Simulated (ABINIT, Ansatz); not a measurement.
# AlN (P6_3mc): zone-centre phonons, part 2 of 3

Aim: the zone-centre modes of AlN (P6_3mc).

ABINIT 10.8.3; DFT LDA, scalar-relativistic, plane waves, PseudoDojo norm-conserving pseudopotentials.

So far. Step 3 (Relaxing the cell and atoms): The volume changes by -2.9 % in this run and stands -2.9 % from the first cell. Step 4 (Self-consistent run for the response): The cell stands at -0.49 GPa: the relaxation ran with a smoothed and higher cutoff and on another k mesh. The relaxed cell has a = 3.082, c = 4.934 Å (conventional setting).

The database entry behind the starting cell differs from later determinations by our own check (inner coordinate u about 0.002 short), so it need not match the best structure at ambient conditions.

## 6. Linear response at Γ

The derivative of the wavefunctions by k comes first, since the response to a field is built on it; then the field and the displacements that symmetry doesn't supply are solved at q = 0.

It reads the wavefunctions written in step 4.

dfpt_gamma.abi reads:

```
ndtset 2

# common to the responses
getwfk_filepath "gso_WFK"
kptopt 2
nqpt 1
qpt 0.0 0.0 0.0
asr 0
chneut 0

# d/dk
rfelfd1 2
rfdir1 1 1 1
iscf1 -3
tolwfr1 1.0d-20

# displacements, field
rfphon2 1
rfatpol2 1 4
rfdir2 1 1 1
rfelfd2 3
getddk2 1
tolvrs2 1.0d-10
prtwf2 0

# basis, mesh and filling
ecut 36.0
ngkpt 9 9 4
nshiftk 1
shiftk 0.0 0.0 0.5
istwfk *1
occopt 1
nband 8
nstep 100
diemac 9.0
prtebands 0
prtgsr 0
useylm 1

# cell and atoms
acell 3*1.0 Angstrom
rprim 
    3.08221838 0.0 0.0
    -1.54110919 2.669279417 0.0
    0.0 0.0 4.93359751
ntypat 2
znucl 13 7
natom 4
typat 1 1 2 2
xred 
    1/3 2/3 -0.0009778122
    2/3 1/3 0.4990221878
    1/3 2/3 0.3809778122
    2/3 1/3 0.8809778122
pp_dirpath "./pseudo"
pseudos "Al.upf, N.upf"
```

Run with:

```console
OMP_NUM_THREADS=1 mpirun -n 8 abinit dfpt_gamma.abi > dfpt_gamma.log
```

Numbers of over 12 decimals in the logs are rounded to 6 here.

dfpt_gamma.abo, the main output file:

```text
[banners, grids, parts of the stress and lines that vanish by symmetry left out]
- input  file    -> dfpt_gamma.abi
- output file    -> dfpt_gamma.abo
- root for input  files -> dfpt_gammai
[...]
DATASET    1 : space group P6_3 m c (#186); Bravais hP (primitive hexag.)
[...]
nfft =       55296          nkpt =         162
[...]
DATASET    2 : space group P6_3 m c (#186); Bravais hP (primitive hexag.)
[...]
nfft =       55296          nkpt =         162
[...]
== DATASET  1 ==================================================================
[...]
cutoff_energies: {ecut:  36.0, pawecutdg:  -1.0, }
[...]
-  7.00000   5.00000  180309                  znucl, zion, pspdat
[...]
Perturbation : derivative vs k along direction   1
[...]
-ETOT  1  -24.977705716922     -2.498E+01 3.637E-01 0.000E+00
 ETOT  2  -25.092656860231     -1.150E-01 1.971E-02 0.000E+00
 ETOT  3  -25.094224339689     -1.567E-03 3.269E-04 0.000E+00
 ETOT  4  -25.094255212395     -3.087E-05 2.074E-05 0.000E+00
 ETOT  5  -25.094255957990     -7.456E-07 4.344E-07 0.000E+00
[...]
At SCF step   15   max residual=  9.94E-21 < tolwfr=  1.00E-20 =>converged.
[...]
Perturbation : derivative vs k along direction   2
[...]
-ETOT  1  -24.978849896167     -2.498E+01 4.927E-01 0.000E+00
[...]
At SCF step   15   max residual=  9.94E-21 < tolwfr=  1.00E-20 =>converged.
[...]
Perturbation : derivative vs k along direction   3
[...]
-ETOT  1  -7.307451     -7.307E+00 1.161E-01 0.000E+00
[...]
At SCF step   15   max residual=  9.97E-21 < tolwfr=  1.00E-20 =>converged.
[...]
1        1       1.5709815808   -0.0000000000
     1        2      -0.5442039831   -0.0000000000
     1        3       0.0000000000    0.0000000000
     2        1      -0.5442039831   -0.0000000000
     2        2       0.9425889484    0.0000000000
     2        3       0.0000000000    0.0000000000
     3        1       0.0000000000    0.0000000000
     3        2       0.0000000000    0.0000000000
     3        3       0.9620488860    0.0000000000
[...]
== DATASET  2 ==================================================================
[...]
cutoff_energies: {ecut:  36.0, pawecutdg:  -1.0, }
[...]
Perturbation : displacement of atom   1   along direction   1
[...]
-ETOT  1   5.909676     -1.931E+01 1.504E-01 3.510E+02
[...]
At SCF step   10       vres2   =  5.75E-11 < tolvrs=  1.00E-10 =>converged.
[...]
Perturbation : displacement of atom   1   along direction   3
[...]
-ETOT  1   21.084635224732     -6.942E+01 6.492E-01 5.642E+03
[...]
At SCF step   13       vres2   =  1.37E-12 < tolvrs=  1.00E-10 =>converged.
[...]
Perturbation : displacement of atom   3   along direction   1
[...]
-ETOT  1   8.947587     -1.235E+03 1.509E+00 4.612E+03
[...]
At SCF step   11       vres2   =  5.16E-12 < tolvrs=  1.00E-10 =>converged.
[...]
Perturbation : displacement of atom   3   along direction   3
[...]
-ETOT  1   32.260942949025     -3.235E+03 2.987E+00 7.218E+04
[...]
At SCF step   12       vres2   =  1.04E-11 < tolvrs=  1.00E-10 =>converged.
[...]
Perturbation : homogeneous electric field along direction   1
[...]
-ETOT  1  -110.34390840560     -1.103E+02 8.249E+00 7.374E+03
[...]
At SCF step   11       vres2   =  7.42E-12 < tolvrs=  1.00E-10 =>converged.
[...]
Perturbation : homogeneous electric field along direction   3
[...]
-ETOT  1  -34.514169305620     -3.451E+01 2.558E+00 1.843E+03
[...]
ETOT  8  -35.309424938959     -2.563E-10 2.444E-12 4.586E-09
 ETOT  9  -35.309424938963     -3.546E-12 5.817E-14 2.788E-11
 At SCF step    9       vres2   =  2.79E-11 < tolvrs=  1.00E-10 =>converged.
[...]
Dielectric tensor, in cartesian coordinates,
[...]
1    6   1    6         4.3494793535        -0.0000000000
   1    6   2    6        -0.0000000000        -0.0000000000
   1    6   3    6        -0.0000000000        -0.0000000000
   2    6   1    6        -0.0000000000        -0.0000000000
   2    6   2    6         4.3494793533        -0.0000000000
   2    6   3    6        -0.0000000000        -0.0000000000
   3    6   1    6        -0.0000000000        -0.0000000000
   3    6   2    6        -0.0000000000        -0.0000000000
   3    6   3    6         4.5665488332        -0.0000000000
  Effective charges, in cartesian coordinates,
[...]
1    1   1    6         2.5083047956         0.0000000000
   2    1   1    6         0.0000000000         0.0000000000
   3    1   1    6         0.0000000000         0.0000000000
   1    2   1    6         2.5083047956         0.0000000000
   2    2   1    6         0.0000000000         0.0000000000
[...]
Effective charges, in cartesian coordinates,
[...]
2    6   1    4         0.0000000000         0.0000000000
   3    6   1    4         0.0000000000         0.0000000000
   1    6   2    4         0.0000000000         0.0000000000
   2    6   2    4        -2.5088496077         0.0000000000
   3    6   2    4         0.0000000000         0.0000000000
   1    6   3    4         0.0000000000         0.0000000000
   2    6   3    4         0.0000000000         0.0000000000
   3    6   3    4        -2.6713110774         0.0000000000
  Phonon wavevector (reduced coordinates) :  0.00000  0.00000  0.00000
 Phonon energies in Hartree :
[...]
Phonon frequencies in cm-1    :
- -3.893354E-01 -2.531132E-01 -2.531121E-01  2.415508E+02  2.415508E+02
-  5.544872E+02  6.247041E+02  6.722170E+02  6.722170E+02  6.829406E+02
-  6.829406E+02  7.358883E+02
  Phonon at Gamma, with non-analyticity in the
[...]
Phonon energies in Hartree :
[...]
Phonon frequencies in cm-1    :
- -3.893354E-01 -2.531132E-01 -2.486624E-01  2.415508E+02  2.415508E+02
-  5.544872E+02  6.247041E+02  6.722170E+02  6.722170E+02  6.829406E+02
-  7.358883E+02  9.202662E+02
  Phonon at Gamma, with non-analyticity in the
[...]
Phonon energies in Hartree :
[...]
Phonon frequencies in cm-1    :
- -3.893354E-01 -2.531121E-01 -2.486634E-01  2.415508E+02  2.415508E+02
-  5.544872E+02  6.247041E+02  6.722170E+02  6.722170E+02  6.829406E+02
-  7.358883E+02  9.202662E+02
  Phonon at Gamma, with non-analyticity in the
[...]
Phonon energies in Hartree :
[...]
Phonon frequencies in cm-1    :
- -3.854088E-01 -2.531132E-01 -2.531121E-01  2.415508E+02  2.415508E+02
-  5.544872E+02  6.722170E+02  6.722170E+02  6.829406E+02  6.829406E+02
-  7.358883E+02  8.950380E+02
[...]
fcart2     0.0000000000E+00  0.0000000000E+00  0.0000000000E+00
           strten2     0.0000000000E+00  0.0000000000E+00  0.0000000000E+00
================================================================================
```

The job ended after 1.8 min (8 MPI ranks of Arm Neoverse V1, shared host).

Numbers from this step:

```yaml
miss_of_the_charge_sum_rule: 0.001383 e
largest_acoustic_frequency_at_the_zone_centre_before_the_sum_rule: -0.39 cm⁻¹
highest_optical_zone_centre_mode_no_lo_to_term: 735.9 cm⁻¹
lowest_optical_zone_centre_mode: 241.6 cm⁻¹
mean_high_frequency_dielectric_constant: 4.422
largest_born_charge_in_size_third_of_the_trace: 2.563 e
```

Born charge (rows field, columns displacement), before the sum rule (e), principal values of the symmetric part by kind of site:

```csv
atom,atoms with these values,low,middle,high,mean
Al1,2,2.51,2.51,2.67,2.56
N3,2,-2.67,-2.51,-2.51,-2.56
```

In full for Al1:

```
2.51 0.00 0.00
0.00 2.51 0.00
0.00 0.00 2.67
```

High-frequency dielectric tensor:

```
4.35 0.00 0.00
0.00 4.35 0.00
0.00 0.00 4.57
```

The acoustic modes at Γ come out as far as 0.4 cm⁻¹ from zero, where they should vanish, a small numerical error; the Born charges miss their sum rule by 0.0014 e, which is good.

## 7. Zone-centre analysis

anaddb reads the merged derivatives, imposes the acoustic sum rule and charge neutrality, and adds the LO-TO term along chosen directions.

anaddb.abi reads:

```
ddb_filepath "gamma_DDB"
output_file "anaddb.abo"
outdata_prefix "anaddb"
asr 1
chneut 1
enunit 2
eivec 1
nph1l 1
qph1l 0.0 0.0 0.0 1.0
dieflag 1
nph2l 3
qph2l 
    1.0 0.0 0.0 0.0
    0.0 0.0 1.0 0.0
    1.0 1.0 1.0 0.0
```

mrgddb.in reads:

```
gamma_DDB
merged
2
dfpt_gammao_DS2_DDB
gso_DDB
```

Run with:

```console
mrgddb < mrgddb.in > mrgddb.log
OMP_NUM_THREADS=1 anaddb anaddb.abi > anaddb.log
```

anaddb.abo, the main output file:

```text
[banners, grids, parts of the stress and lines that vanish by symmetry left out]
-outvars_anaddb: echo values of input variables ----------------------

 Flags :
[...]
Dielectric Tensor and Effective Charges
[...]
Effective charge tensors after
[...]
Phonon wavevector (reduced coordinates) :  0.00000  0.00000  0.00000
 Phonon energies in Hartree :
[...]
Phonon energies in meV     :
-  0.000000E+00  0.000000E+00  0.000000E+00  2.994849E+01  2.994849E+01
-  6.874765E+01  7.745346E+01  8.334429E+01  8.334429E+01  8.467386E+01
-  8.467386E+01  9.123856E+01
 Phonon frequencies in cm-1    :
-  0.000000E+00  0.000000E+00  0.000000E+00  2.415509E+02  2.415509E+02
-  5.544872E+02  6.247043E+02  6.722171E+02  6.722171E+02  6.829407E+02
-  6.829407E+02  7.358886E+02
 Phonon frequencies in Thz     :
-  0.000000E+00  0.000000E+00  0.000000E+00  7.241514E+00  7.241514E+00
-  1.662311E+01  1.872816E+01  2.015256E+01  2.015256E+01  2.047405E+01
-  2.047405E+01  2.206138E+01
 Phonon energies in Kelvin  :
-  0.000000E+00  0.000000E+00  0.000000E+00  3.475378E+02  3.475378E+02
-  7.977834E+02  8.988101E+02  9.671704E+02  9.671704E+02  9.825993E+02
-  9.825993E+02  1.058779E+03
[...]
-  1  0.00000000E+00  0.00000000E+00 -2.58687300E-03
-     0.00000000E+00  0.00000000E+00  0.00000000E+00
-  2  0.00000000E+00  0.00000000E+00 -2.58687300E-03
-     0.00000000E+00  0.00000000E+00  0.00000000E+00
-  3  0.00000000E+00  0.00000000E+00 -2.58687302E-03
-     0.00000000E+00  0.00000000E+00  0.00000000E+00
-  4  0.00000000E+00  0.00000000E+00 -2.58687302E-03
-     0.00000000E+00  0.00000000E+00  0.00000000E+00
[...]
-  1  0.00000000E+00  2.58687298E-03  0.00000000E+00
-     0.00000000E+00  0.00000000E+00  0.00000000E+00
-  2  0.00000000E+00  2.58687298E-03  0.00000000E+00
-     0.00000000E+00  0.00000000E+00  0.00000000E+00
-  3  0.00000000E+00  2.58687306E-03  0.00000000E+00
-     0.00000000E+00  0.00000000E+00  0.00000000E+00
-  4  0.00000000E+00  2.58687306E-03  0.00000000E+00
-     0.00000000E+00  0.00000000E+00  0.00000000E+00
[...]
-  1  2.58687298E-03  0.00000000E+00  0.00000000E+00
-     0.00000000E+00  0.00000000E+00  0.00000000E+00
-  2  2.58687298E-03  0.00000000E+00  0.00000000E+00
-     0.00000000E+00  0.00000000E+00  0.00000000E+00
-  3  2.58687306E-03  0.00000000E+00  0.00000000E+00
-     0.00000000E+00  0.00000000E+00  0.00000000E+00
-  4  2.58687306E-03  0.00000000E+00  0.00000000E+00
-     0.00000000E+00  0.00000000E+00  0.00000000E+00
[...]
-  1  2.68465480E-03  0.00000000E+00  0.00000000E+00
-     0.00000000E+00  0.00000000E+00  0.00000000E+00
-  2 -2.68465480E-03  0.00000000E+00  0.00000000E+00
-     0.00000000E+00  0.00000000E+00  0.00000000E+00
[...]
-     1         -0.000000     0.000000     0.000000     0.000000
-     2         -0.000000    -0.000000     0.000000     0.000000
-     3         -0.000000     0.000000    -0.000000     0.000000
-     4         -0.000000    -0.000000    -0.000000     0.000000
-     5          0.000000     0.000000     0.000000     0.000000
[...]
-     8          0.000000     0.000000    -0.000000     0.000000
[...]
-   1     Real    0.0000E+00  0.0000E+00  0.0000E+00  0.0000E+00  0.0000E+00  0.0000E+00  0.0000E+00
[...]
-   2     Real    0.0000E+00  0.0000E+00  0.0000E+00  0.0000E+00  0.0000E+00  0.0000E+00  0.0000E+00
[...]
-   3     Real    0.0000E+00  0.0000E+00  0.0000E+00  0.0000E+00  0.0000E+00  0.0000E+00  0.0000E+00
[...]
-   4     Real    0.0000E+00  0.0000E+00  0.0000E+00  0.0000E+00  0.0000E+00  0.0000E+00  0.0000E+00
[...]
-   5     Real    0.0000E+00  0.0000E+00  0.0000E+00  0.0000E+00  0.0000E+00  0.0000E+00  0.0000E+00
[...]
-   8     Real    0.0000E+00  0.0000E+00  0.0000E+00  0.0000E+00  0.0000E+00  0.0000E+00  0.0000E+00
[...]
-   9     Real    0.0000E+00  0.0000E+00  0.0000E+00  0.0000E+00  0.0000E+00  0.0000E+00  0.0000E+00
[...]
-  10     Real    7.4883E-04  1.6763E-14  0.0000E+00  3.5430E-09  0.0000E+00  0.0000E+00  7.4883E-04
[...]
-  11     Real    1.6763E-14  7.4883E-04  0.0000E+00 -3.5430E-09  0.0000E+00  0.0000E+00  7.4883E-04
[...]
Phonon at Gamma, with non-analyticity in the
[...]
Phonon energies in Hartree :
[...]
Phonon energies in meV     :
[...]
-  9.123856E+01  1.140967E+02
 Phonon frequencies in cm-1    :
[...]
-  7.358886E+02  9.202520E+02
 Phonon frequencies in Thz     :
[...]
-  2.206138E+01  2.758846E+01
 Phonon energies in Kelvin  :
[...]
-  1.058779E+03  1.324037E+03
[...]
Phonon at Gamma, with non-analyticity in the
[...]
Phonon energies in Hartree :
[...]
Phonon energies in meV     :
[...]
-  9.123856E+01  1.109683E+02
 Phonon frequencies in cm-1    :
[...]
-  7.358886E+02  8.950194E+02
 Phonon frequencies in Thz     :
[...]
-  2.206138E+01  2.683201E+01
 Phonon energies in Kelvin  :
[...]
-  1.058779E+03  1.287733E+03
[...]
-  4  0.00000000E+00  2.58687306E-03  0.00000000E+00
-     0.00000000E+00  0.00000000E+00  0.00000000E+00
[...]
-  1  2.58687298E-03  0.00000000E+00  0.00000000E+00
-     0.00000000E+00  0.00000000E+00  0.00000000E+00
-  2  2.58687298E-03  0.00000000E+00  0.00000000E+00
-     0.00000000E+00  0.00000000E+00  0.00000000E+00
-  3  2.58687306E-03  0.00000000E+00  0.00000000E+00
-     0.00000000E+00  0.00000000E+00  0.00000000E+00
-  4  2.58687306E-03  0.00000000E+00  0.00000000E+00
-     0.00000000E+00  0.00000000E+00  0.00000000E+00
[...]
-  1  2.68465480E-03  0.00000000E+00  0.00000000E+00
-     0.00000000E+00  0.00000000E+00  0.00000000E+00
[...]
Phonon at Gamma, with non-analyticity in the
[...]
Phonon energies in Hartree :
[...]
Phonon energies in meV     :
-  0.000000E+00  0.000000E+00  0.000000E+00  2.994849E+01  2.994849E+01
-  6.874765E+01  7.983080E+01  8.334429E+01  8.334429E+01  8.467386E+01
-  9.123856E+01  1.131580E+02
 Phonon frequencies in cm-1    :
-  0.000000E+00  0.000000E+00  0.000000E+00  2.415509E+02  2.415509E+02
-  5.544872E+02  6.438788E+02  6.722171E+02  6.722171E+02  6.829407E+02
-  7.358886E+02  9.126810E+02
 Phonon frequencies in Thz     :
-  0.000000E+00  0.000000E+00  0.000000E+00  7.241514E+00  7.241514E+00
-  1.662311E+01  1.930300E+01  2.015256E+01  2.015256E+01  2.047405E+01
-  2.206138E+01  2.736149E+01
 Phonon energies in Kelvin  :
-  0.000000E+00  0.000000E+00  0.000000E+00  3.475378E+02  3.475378E+02
-  7.977834E+02  9.263980E+02  9.671704E+02  9.671704E+02  9.825993E+02
-  1.058779E+03  1.313144E+03
[...]
-  3  0.00000000E+00 -3.72608945E-03  0.00000000E+00
-     0.00000000E+00  0.00000000E+00  0.00000000E+00
-  4  0.00000000E+00  3.72608945E-03  0.00000000E+00
-     0.00000000E+00  0.00000000E+00  0.00000000E+00
[...]
Direction                     Dielectric constant
[...]
0.00000   0.00000   1.00000      9.37354809
   1.00000   1.00000   1.00000      8.38945806
-
```

Elapsed: 0.53 s, on 1 thread.

Read from the output:

```yaml
mean_static_dielectric_constant: 8.389
highest_mode_moved_by_the_lo_to_term: 920.2 cm⁻¹
```

No LO-TO term; unit eigenvectors of the mass-weighted matrix, from anaddb's displacements. Modes at Γ, with each element's share of the kinetic energy:

```csv
mode,frequency (cm⁻¹),Al %,N %
1,0.0,66,34
2,0.0,66,34
3,0.0,66,34
4,241.6,71,29
5,241.6,71,29
6,554.5,100,0
7,624.7,34,66
8,672.2,29,71
9,672.2,29,71
10,682.9,34,66
11,682.9,34,66
12,735.9,0,100
```

Displacements in mode 4 (241.6 cm⁻¹), the largest set to 1:
```
Al1  1.00  0.00  0.00
Al2 -1.00  0.00  0.00
N3  -0.89  0.00  0.00
N4   0.89  0.00  0.00
```

Displacements in mode 10 (682.9 cm⁻¹), the largest set to 1:
```
Al1  0.52  0.00  0.00
Al2  0.52  0.00  0.00
N3  -1.00  0.00  0.00
N4  -1.00  0.00  0.00
```

Static dielectric tensor (ions relaxed, fixed cell):

```
7.90 0.00 0.00
0.00 7.90 0.00
0.00 0.00 9.37
```

The rule moves no optical mode by more than 0.1 cm⁻¹.

[end of part 2 of 3]

[Host names and launcher messages were left out of these logs when they were recorded.]

[Logs are printed without paths, hosts, clocks, repeated set-up lines and the standing remarks that a program may print on its own settings, such as how far it seeks lower states.]

[Hosts, paths, dates, database ids (printed as entryN), source tags and the programs' standing remarks are cut or masked in the printed files.]
